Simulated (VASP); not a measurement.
# Gap, carriers and strain in SnSe2 (Fm-3m), part 2 of 3

The runs below take SnSe2 at its given cell and follow the band edges through several levels. The cell is generated by rule, not measured, and may not be a known phase.

VASP 6.6.1, plane waves and PAW; the level of theory is named at each step.

So far. Step 3 (Bands on a dense mesh): At -2.7 GPa the cell is away from the equilibrium volume of this level: left free, it would shrink.

The structure was built from a prototype and need not be the compound's stable phase.

## Step 4: Bands with spin-orbit coupling

This step: PBE, spin-orbit coupling; plane waves and PAW (Sn_d, Se); invented cell (VASP 6.6.1).

Spin-orbit coupling can split and shift the band edges, more so for heavy elements, so the bands are solved again with spinors.

Input file INCAR:

```
SYSTEM = SnSe2
PREC = Accurate
ENCUT = 400
EDIFF = 1E-06
NELM = 100
ISMEAR = 0
SIGMA = 0.02
LREAL = .FALSE.
ALGO = Normal
GGA = PE
LNONCOLLINEAR = .TRUE.
MAGMOM = 0 0 0 0 0 0 0 0 0
NBANDS = 38
GGA_COMPAT = .FALSE.
LASPH = .TRUE.
LSORBIT = .TRUE.
LORBIT = 11
LWAVE = .FALSE.
LCHARG = .FALSE.
KPAR = 4
ISIF = 2
```

Input file POSCAR:

```
SnSe2
1.0
    0.0000000000      3.5186000000      3.5186000000
    3.5186000000      0.0000000000      3.5186000000
    3.5186000000      3.5186000000      0.0000000000
Sn Se
1 2
Direct
    0.0000000000      0.0000000000      0.0000000000
    0.2500000000      0.2500000000      0.2500000000
    0.7500000000      0.7500000000      0.7500000000
```

Input file KPOINTS:

```
Automatic mesh
0
Gamma
8 8 8
0 0 0
```

Input file KPOINTS_OPT:

```
Line mode
16
Line-mode
Reciprocal
  0.00000000   0.00000000   0.00000000 GAMMA
  0.50000000   0.00000000   0.50000000 X

  0.50000000   0.00000000   0.50000000 X
  0.50000000   0.25000000   0.75000000 W

  0.50000000   0.25000000   0.75000000 W
  0.37500000   0.37500000   0.75000000 K

  0.37500000   0.37500000   0.75000000 K
  0.00000000   0.00000000   0.00000000 GAMMA

  0.00000000   0.00000000   0.00000000 GAMMA
  0.50000000   0.50000000   0.50000000 L

  0.50000000   0.50000000   0.50000000 L
  0.62500000   0.25000000   0.62500000 U

  0.62500000   0.25000000   0.62500000 U
  0.50000000   0.25000000   0.75000000 W

  0.50000000   0.25000000   0.75000000 W
  0.50000000   0.50000000   0.50000000 L

  0.50000000   0.50000000   0.50000000 L
  0.37500000   0.37500000   0.75000000 K

  0.62500000   0.25000000   0.62500000 U
  0.50000000   0.00000000   0.50000000 X
```

Potentials, in the order of the species: Sn_d and Se (PBE family, release 64).

Run with:

```sh
$ mpirun -np 4 vasp_ncl
```

What it wrote:

```text
[... set-up lines as in an earlier step ...]
 entering main loop
       N       E                     dE             d eps       ncg     rms          rms(c)
DAV:   1     0.218708641491E+03    0.21871E+03   -0.98965E+03  2300   0.128E+03
DAV:   2     0.214499576375E+02   -0.19726E+03   -0.18818E+03  2314   0.374E+02
DAV:   3    -0.920261120844E+01   -0.30653E+02   -0.29758E+02  2726   0.137E+02
DAV:   4    -0.107671373816E+02   -0.15645E+01   -0.15425E+01  2510   0.337E+01
DAV:   5    -0.108096054952E+02   -0.42468E-01   -0.42448E-01  3122   0.574E+00    0.335E+00
DAV:   6    -0.106405263574E+02    0.16908E+00   -0.29573E-01  2998   0.532E+00    0.197E+00
DAV:   7    -0.106435584627E+02   -0.30321E-02   -0.51138E-02  2582   0.120E+00    0.991E-01
DAV:   8    -0.106449775054E+02   -0.14190E-02   -0.30731E-03  2528   0.603E-01    0.428E-01
DAV:   9    -0.106454726856E+02   -0.49518E-03   -0.40489E-04  2788   0.168E-01    0.748E-02
DAV:  10    -0.106456088045E+02   -0.13612E-03   -0.13756E-04  2666   0.120E-01    0.364E-02
DAV:  11    -0.106457216054E+02   -0.11280E-03   -0.11434E-04  2488   0.624E-02    0.609E-03
DAV:  12    -0.106457303040E+02   -0.86985E-05   -0.13032E-05  2598   0.383E-02    0.290E-03
DAV:  13    -0.106457315847E+02   -0.12808E-05   -0.16565E-06  2028   0.852E-03    0.163E-03
DAV:  14    -0.106457317795E+02   -0.19471E-06   -0.25183E-07  1764   0.325E-03
   1 F= -.10645732E+02 E0= -.10645178E+02  d E =-.110812E-02  mag=    -0.0000     0.0000    -0.0000
 Start KPOINTS_OPT (optional k-point list driver)
k-point batch [1-29\160]
       N       E                     dE             ncg
DAV:   1     0.819727133234E+03   -0.12089E+05     2300
DAV:   2    -0.491227103820E+04   -0.57320E+04     2334
DAV:   3    -0.580415746584E+04   -0.89189E+03     2700
DAV:   4    -0.584900979658E+04   -0.44852E+02     2508
DAV:   5    -0.585026384001E+04   -0.12540E+01     3120
DAV:   6    -0.585028975179E+04   -0.25912E-01     2912
DAV:   7    -0.585029046905E+04   -0.71726E-03     3180
DAV:   8    -0.585029048407E+04   -0.15019E-04     2740
DAV:   9    -0.585029048427E+04   -0.19825E-06     1638
[...]
k-point batch [146-160\160]
       N       E                     dE             ncg
DAV:   1     0.877404334230E+04   -0.93399E+04     1176
DAV:   2     0.584793885292E+04   -0.29261E+04     1194
DAV:   3     0.538106076849E+04   -0.46688E+03     1396
DAV:   4     0.535824428610E+04   -0.22816E+02     1352
DAV:   5     0.535761044659E+04   -0.63384E+00     1610
DAV:   6     0.535759779527E+04   -0.12651E-01     1586
DAV:   7     0.535759751673E+04   -0.27854E-03     1618
DAV:   8     0.535759751309E+04   -0.36351E-05     1458
DAV:   9     0.535759751300E+04   -0.94829E-07      978
```

Elapsed: 62 s, on 4 MPI ranks of Intel Xeon 6975P-C (Granite Rapids), shared host; peak memory 1.5 GiB.

From OUTCAR (step 4):

```text
The static configuration has the point symmetry O_h .

 Found     29 irreducible k-points:

   k-points           NKPTS =     29   k-points in BZ     NKDIM =     29   number of bands    NBANDS=     38

   NELECT =      26.0000    total number of electrons

 E-fermi :   3.4784

 k-point     1 :       0.0000    0.0000    0.0000
  band No.  band energies     occupation
    ...
     24       1.9728      1.00000
     25       2.4317      1.00000
     26       2.4317      1.00000
     27       2.4317      1.00000
     28       2.4317      1.00000
     29       5.3583      0.00000
     30       5.3583      0.00000
     31       5.7841      0.00000
     32       5.7841      0.00000
     33       5.7841      0.00000
    ...

 k-point     2 :       0.1250    0.0000    0.0000
  band No.  band energies     occupation
    ...
     24       2.0403      1.00000
     25       2.3630      1.00000
     26       2.3630      1.00000
     27       3.0153      1.00000
     28       3.0153      1.00000
     29       5.5152      0.00000
     30       5.5152      0.00000
     31       5.8867      0.00000
     32       5.8867      0.00000
     33       5.9570      0.00000
    ...

  Total       -1.2828755     -1.2828755     -1.2828755     -0.0000000     -0.0000000      0.0000000
  in kB      -23.5914923    -23.5914923    -23.5914923     -0.0000000     -0.0000000      0.0000000
  external PRESSURE =     -23.5914923 kB  Pullay stress =       0.0000000 kB

 POSITION                                       TOTAL-FORCE (eV/Angst)
 -----------------------------------------------------------------------------------
      0.00000      0.00000      0.00000        -0.000000     -0.000000     -0.000000
      1.75930      1.75930      1.75930         0.000000      0.000000      0.000000
      5.27790      5.27790      5.27790        -0.000000      0.000000      0.000000
 -----------------------------------------------------------------------------------
    total drift:                                0.000000     -0.000000     -0.000000

  FREE ENERGIE OF THE ION-ELECTRON SYSTEM (eV)
  ---------------------------------------------------
  free  energy   TOTEN  =       -10.6457317795 eV

  energy  without entropy=      -10.6446236596  energy(sigma->0) =      -10.64517772

 Spin-Orbit-Coupling matrix elements
 Ion:    1  E_soc:     -0.0812211
 Ion:    2  E_soc:     -0.0801098
 Ion:    3  E_soc:     -0.0801098

 total charge
# of ion       s       p       d       tot
------------------------------------------
    1        1.301   0.682  10.003  11.986
    2        1.500   2.181   0.020   3.701
    3        1.500   2.181   0.020   3.701
--------------------------------------------------
tot          4.301   5.044  10.042  19.387

 magnetization (x)
# of ion       s       p       d       tot
------------------------------------------
    1       -0.000  -0.000   0.000  -0.000
    2       -0.000   0.000   0.000   0.000
    3       -0.000   0.000   0.000   0.000
--------------------------------------------------
tot         -0.000   0.000   0.000   0.000

 magnetization (y)
# of ion       s       p       d       tot
------------------------------------------
    1        0.000  -0.000   0.000   0.000
    2        0.000   0.000   0.000   0.000
    3        0.000   0.000   0.000   0.000
--------------------------------------------------
tot          0.000   0.000   0.000   0.000

 magnetization (z)
# of ion       s       p       d       tot
------------------------------------------
    1        0.000   0.000   0.000   0.000
    2        0.000   0.000   0.000   0.000
    3        0.000   0.000   0.000   0.000
--------------------------------------------------
tot          0.000   0.000   0.000   0.000

[... 7 parts as in an earlier step ...]

[... 5 further parts left out ...]
```

LASPH is on here and off in the session's scalar semilocal runs, so a comparison with those holds both changes.

Numbers from this step:

```
SCF cycles              : 14
bands                   : 38
irreducible k-points    : 29
free energy (TOTEN)     : -10.65 eV
energy at zero smearing : -10.65 eV
Fermi energy            : 3.478 eV
pressure                : -2.359 GPa
```

The spin moment in the PAW sphere vanishes on all atoms.

On-site spin-orbit energy by atom:

```
atom  on-site spin-orbit energy (eV)
 Sn1                         -0.0812
 Se2                         -0.0801
 Se3                         -0.0801
```

Electronic bands along the path, in eV, zero at the Fermi level; # counts the bands kept, so #1 is VASP's band 15:

```
          point     #7     #8     #9    #10    #11    #12    #13    #14
              Γ  -2.35  -2.35  -1.51  -1.51  -1.05  -1.05  -1.05  -1.05
0.47 of the way  -1.29  -1.29  -0.91  -0.91  -0.50  -0.50  -0.32  -0.32
              X  -1.07  -1.07   0.06   0.06   0.35   0.35   0.63   0.63
0.47 of the way  -0.87  -0.87  -0.67  -0.67   0.27   0.27   0.57   0.57
              W  -2.42  -2.42  -0.31  -0.31   0.38   0.38   0.45   0.45
0.47 of the way  -1.75  -1.75  -0.34  -0.34   0.13   0.13   0.47   0.47
              K  -1.14  -1.14  -0.43  -0.43  -0.29  -0.29   0.49   0.49
0.47 of the way  -2.44  -2.44  -1.75  -1.75  -0.25  -0.25   0.18   0.18
              Γ  -2.35  -2.35  -1.51  -1.51  -1.05  -1.05  -1.05  -1.05
0.47 of the way  -2.49  -2.49  -1.55  -1.55  -1.28  -1.28   0.26   0.26
              L  -2.57  -2.57  -1.84  -1.84  -1.62  -1.62   0.86   0.86
0.53 of the way  -2.05  -2.05  -1.03  -1.03  -0.41  -0.41   0.36   0.36
              U  -1.14  -1.14  -0.43  -0.43  -0.29  -0.29   0.49   0.49
0.53 of the way  -1.75  -1.75  -0.34  -0.34   0.13   0.13   0.47   0.47
              W  -2.42  -2.42  -0.31  -0.31   0.38   0.38   0.45   0.45
0.53 of the way  -2.54  -2.54  -0.79  -0.79  -0.48  -0.48   0.36   0.36
              L  -2.57  -2.57  -1.84  -1.84  -1.62  -1.62   0.86   0.86
0.53 of the way  -2.05  -2.05  -1.03  -1.03  -0.41  -0.41   0.36   0.36
              K  -1.14  -1.14  -0.43  -0.43  -0.29  -0.29   0.49   0.49
      jump to U  -1.14  -1.14  -0.43  -0.43  -0.29  -0.29   0.49   0.49
0.53 of the way  -0.90  -0.90  -0.27  -0.27   0.11   0.11   0.60   0.60
              X  -1.07  -1.07   0.06   0.06   0.35   0.35   0.63   0.63
```

Of the projections kept (Sn, Se), the largest for each band there; the rest of the weight can lie on other orbitals:

```
point       #7       #8       #9      #10      #11      #12      #13      #14
    Γ  Se 0.95  Se 0.95  Se 0.70  Se 0.70  Se 0.70  Se 0.70  Se 0.70  Se 0.70
    X  Se 0.56  Se 0.56  Se 0.97  Se 0.97  Se 0.97  Se 0.97  Se 1.00  Se 1.00
    W  Se 0.80  Se 0.80  Se 0.61  Se 0.61  Se 0.97  Se 0.97  Se 0.99  Se 0.99
    K  Se 0.81  Se 0.81  Se 0.77  Se 0.77  Se 0.79  Se 0.79  Se 0.99  Se 0.99
    Γ  Se 0.95  Se 0.95  Se 0.70  Se 0.70  Se 0.70  Se 0.70  Se 0.70  Se 0.70
    L  Se 0.82  Se 0.82  Se 0.95  Se 0.95  Se 0.95  Se 0.95  Se 0.71  Se 0.71
```

## Step 5: Orbitals for bands with HSE06

This step: PBE; plane waves and PAW (Sn_d, Se); invented cell (VASP 6.6.1).

The hybrid starts from PBE orbitals, which saves many expensive cycles.

Input file INCAR:

```
SYSTEM = SnSe2
PREC = Accurate
ENCUT = 400
EDIFF = 1E-05
NELM = 100
ISMEAR = 0
SIGMA = 0.02
LREAL = .FALSE.
ALGO = Normal
GGA = PE
NBANDS = 19
LORBIT = 11
LWAVE = .TRUE.
LCHARG = .FALSE.
KPAR = 4
```

POSCAR is that of step 4.

Input file KPOINTS:

```
Automatic mesh
0
Gamma
4 4 4
0 0 0
```

Run with:

```sh
$ mpirun -np 4 vasp_std
```

What it wrote:

```text
[... set-up lines as in an earlier step ...]
 entering main loop
       N       E                     dE             d eps       ncg     rms          rms(c)
DAV:   1     0.175746435517E+03    0.17575E+03   -0.10484E+04   304   0.124E+03
DAV:   2     0.914617204735E+01   -0.16660E+03   -0.16079E+03   318   0.325E+02
DAV:   3    -0.992409061684E+01   -0.19070E+02   -0.18731E+02   364   0.104E+02
DAV:   4    -0.106655138877E+02   -0.74142E+00   -0.73339E+00   345   0.213E+01
DAV:   5    -0.106819164817E+02   -0.16403E-01   -0.16401E-01   427   0.329E+00    0.340E+00
DAV:   6    -0.104798845459E+02    0.20203E+00   -0.53805E-01   377   0.578E+00    0.199E+00
DAV:   7    -0.104840870528E+02   -0.42025E-02   -0.45341E-02   340   0.127E+00    0.101E+00
DAV:   8    -0.104857829891E+02   -0.16959E-02   -0.45185E-03   333   0.703E-01    0.809E-02
DAV:   9    -0.104860668699E+02   -0.28388E-03   -0.28405E-04   370   0.162E-01    0.527E-02
DAV:  10    -0.104862662817E+02   -0.19941E-03   -0.26937E-04   325   0.125E-01    0.110E-02
DAV:  11    -0.104862789376E+02   -0.12656E-04   -0.44800E-05   321   0.698E-02    0.407E-03
DAV:  12    -0.104862823541E+02   -0.34164E-05   -0.53852E-06   231   0.133E-02
   1 F= -.10486282E+02 E0= -.10484462E+02  d E =-.364078E-02
 writing wavefunctions
```

Elapsed: 2.4 s, on 4 MPI ranks; peak memory 0.66 GiB.

OUTCAR, selected parts (step 5):

```text
   k-points           NKPTS =      8   k-points in BZ     NKDIM =      8   number of bands    NBANDS=     19

   NELECT =      26.0000    total number of electrons

 E-fermi :   3.4494

 k-point     1 :       0.0000    0.0000    0.0000
  band No.  band energies     occupation
    ...
     10       1.0301      2.00000
     11       1.0301      2.00000
     12       2.2792      2.00000
     13       2.2792      2.00000
     14       2.2792      2.00000
     15       5.6445      0.00000
     16       5.6445      0.00000
     17       5.6445      0.00000
     18       9.6778      0.00000
     19       9.6778      0.00000

  Total       -1.3732863     -1.3732863     -1.3732863      0.0000000     -0.0000000      0.0000000
  in kB      -25.2541042    -25.2541042    -25.2541042      0.0000000     -0.0000000      0.0000000
  external PRESSURE =     -25.2541042 kB  Pullay stress =       0.0000000 kB

 POSITION                                       TOTAL-FORCE (eV/Angst)
 -----------------------------------------------------------------------------------
      0.00000      0.00000      0.00000        -0.000000      0.000000      0.000000
      1.75930      1.75930      1.75930        -0.000000     -0.000000     -0.000000
      5.27790      5.27790      5.27790         0.000000      0.000000      0.000000
 -----------------------------------------------------------------------------------
    total drift:                                0.000000     -0.000000      0.000000

  FREE ENERGIE OF THE ION-ELECTRON SYSTEM (eV)
  ---------------------------------------------------
  free  energy   TOTEN  =       -10.4862823541 eV

  energy  without entropy=      -10.4826415741  energy(sigma->0) =      -10.48446196

[... 6 parts as in an earlier step ...]

[... 10 further parts left out ...]
```

The k-mesh is coarse for a metal.

Numbers from this step:

* SCF cycles: 12
* bands: 19
* irreducible k-points: 8
* free energy (TOTEN): -10.49 eV
* energy at zero smearing: -10.48 eV
* Fermi energy: 3.449 eV
* pressure: -2.525 GPa

The run ends at a pressure of -2.53 GPa.

(Part 2 of 3 ends here.)

[Lines on the potential files, build, host, timing and source positions are cut from VASP's logs without a mark.]

[Logs are printed without paths, hosts, clocks, repeated set-up lines and the standing remarks that a program may print on its own settings, such as how far it seeks lower states.]

[Hosts, paths, dates, database ids (printed as entryN), source tags and the programs' standing remarks are cut or masked in the printed files.]

[In band tables of VASP the shares of atoms and orbitals are scaled to a sum of 1 inside the atoms' spheres.]

[Gaps and slopes under strain along one axis are those of the sampled path and mesh points; where strain splits equal valleys, another of them can be the edge.]
